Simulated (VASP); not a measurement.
# Y: relaxation of cell and atoms with RPBE

Crystal: Y.

```
Y
1.0
    -1.88602    1.88602    1.88602
     1.88602   -1.88602    1.88602
     1.88602    1.88602   -1.88602
Y
1
Cartesian
  0.0000 0.0000 0.0000
```

The cell was built by a generator and needn't be a form met in nature.

```yaml
Program: VASP 6.6.1
Task: relaxation of cell and atoms
Functional: RPBE
Potentials_or_basis: VASP PAW PBE potentials, release 64 (Y_sv)
Cutoff: 600 eV
k_mesh: 7 × 7 × 7
Occupations: tetrahedron
Spin: no spin polarisation
Dipole_correction: no
Further_INCAR_settings: ALGO = Normal; EDIFF = 1e-07; IBRION = 2; EDIFFG = -0.01; NSW = 60; ISIF = 3
```

* Relaxed volume: 34.15 Å³/atom
* Relaxed cell: a = 3.540 Å, b = 3.540 Å, c = 3.540 Å, α = 109.47°, β = 109.47°, γ = 109.47°
* Space group after relaxing (to 0.05 Å): Im-3m (No. 229)
* Energy gained by relaxing: 244.8 meV/atom
* Ionic steps: 5
* Pressure after relaxing: 0.0 GPa
* Band gap on the k mesh: none (metal or under the smearing width)

Step by step:
```csv
step,energy change (eV),largest force (eV/Å),pressure (GPa),volume (Å³)
1,0.0000,0.0000,12.61,26.83
2,-0.2361,0.0000,-1.72,35.90
3,-0.2447,0.0000,0.10,34.07
4,-0.2448,0.0000,-0.07,34.22
5,-0.2448,0.0000,0.01,34.15
```

Final structure:
```yaml
crystal:
  lattice:
    - [-2.04382, 2.04382, 2.04382]
    - [2.04382, -2.04382, 2.04382]
    - [2.04382, 2.04382, -2.04382]
  atoms:
    - { symbol: Y, position: [0.00000, 0.00000, 0.00000] }
```

Levels at points of the mesh, in eV from the Fermi level:
```tsv
k point	band 2	band 3	band 4	band 5	band 6	band 7	band 8	band 9
(0.00, 0.00, 0.00)	-22.77	-22.77	-22.77	-4.77	1.61	1.61	1.61	3.42
```

Wall time 43 s on 1 thread of Intel(R) Xeon(R) Platinum 8488C (Sapphire Rapids), on a shared host, peak memory 0.17 GiB.

Caveat: the volume moved by over 15 % at a fixed basis, so the end points are rough; the PAW data sets were made with another functional, which shifts forces and pressure a little; tetrahedron occupations give inexact forces and stress in metals.
